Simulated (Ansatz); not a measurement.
Property card for NiO2

Computed with Ansatz, DFT r2SCAN, scalar-relativistic, plane waves, PAW.

Cutoff 500 eV; k points 12×12×6 on the computed 3-atom cell (Γ-centred); Gaussian smearing, width 0.02 eV; no spin polarisation.

The structure is relaxed at this level of theory with its symmetry kept. Whether it is the stable form of this composition wasn't checked.

Space group P-3m1 (No. 164). a = 2.776 Å, b = 2.776 Å, c = 4.607 Å, α = 90.00°, β = 90.00°, γ = 120.00°
| atom | site | symmetry | x | y | z |
| --- | --- | --- | --- | --- | --- |
| Ni | 1b | -3m. | 0.0000 | 0.0000 | 0.5000 |
| O | 2d | 3m. | 0.6667 | 0.3333 | 0.7039 |

- Space group: P-3m1 (No. 164)
- Volume per atom: 69.2 bohr³
- Formation energy from the elements' standard states (uncorrected): -0.884 eV/atom
- Generalised Kohn–Sham band gap: 1.42 eV, indirect from (-0.073, 0.146, -0.500) to (0.000, 0.281, -0.312)
- Löwdin character of the top 1 eV of the valence band: O 2p 60 %, Ni 3d 38 %
- Löwdin character of the lowest 1 eV of the conduction band: O 2p 52 %, Ni 3d 45 %
- Electron masses at the edge by Cartesian direction of the standard setting (m_e; degenerate bands sorted by energy; no spin-orbit coupling): x: 1.2; y: 0.58; z: 1.4
- Hole masses at the edge by Cartesian direction of the standard setting (m_e; degenerate bands sorted by energy; no spin-orbit coupling): x: 5.7; y: 1.9; z: 6.6
- Bader charges (e): Ni (1 in the cell) 1.55, O (2 in the cell) -0.77

Each cell of NiO2 holds layers, and where no dispersion correction was added their binding is poorly described.

A ferromagnetic start lost its moments in a first run, so spin was left out; other magnetic orders weren't tried.

Cost: 8 runs of about 3 core-minutes in all, on Intel Xeon Platinum 8488C (Sapphire Rapids) (shared hosts).